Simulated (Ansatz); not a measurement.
# Correcting a cheap level on S-containing molecules

The atomisation enthalpy at 298 K in kJ/mol of 6 S-containing molecules: x at PBE-D4/def2-TZVPP, y from tabulated heats of molecules and atoms (CRC Handbook of Chemistry and Physics). Shapes, held fixed at every level: PBE0-D4/def2-TZVP. Flexible molecules stand in one conformer, not always the lowest. Computed values hold a harmonic thermal term (PBE/def2-SVP, PBE0-D4/def2-TZVP) and the atoms' spin-orbit lowering. Programs: Ansatz 0.2.0.

| molecule | x (kJ/mol) | y (kJ/mol) |
| --- | --- | --- |
| C3H6S (thietane) | 3765 | 3675 |
| C2H4N2S2 (dithiooxamide) | 3926 | ? |
| C2H6O2S (dimethyl sulfone) | 4002 | 3890 |
| C3H8S (1-propanethiol) | 4316 | 4239 |
| C5H10S (cyclopentanethiol) | 6219 | 6089 |
| C5H10S (thiane) | 6237 | 6105 |

**Question.** Fit y = c + s·x to the known rows and predict y for C2H4N2S2.

**Answer.** 
1. Means of the 5 rows: x = 4907.80, y = 4799.6.
2. Σ(Δx)² = 5962711, Σ(Δx·Δy) = 5866671, so the slope is 5866671/5962711 = 0.98389.
3. Intercept: 4799.6 − (0.98389) × 4907.80 = -29.1. The largest residual of the fit is 22.
4. C2H4N2S2: -29.1 + 0.98389 × 3926 = 3834 kJ/mol.

The tabulated heats give 3722 kJ/mol, so the prediction is off by +112 kJ/mol, more than the largest residual. Uncorrected, PBE-D4/def2-TZVPP misses it by +204 kJ/mol, and the other rows by 108 on average. The line removes about 50 % of this miss. Left out in turn, the other rows are missed by 13 kJ/mol on average, so the withheld one doesn't follow the line.
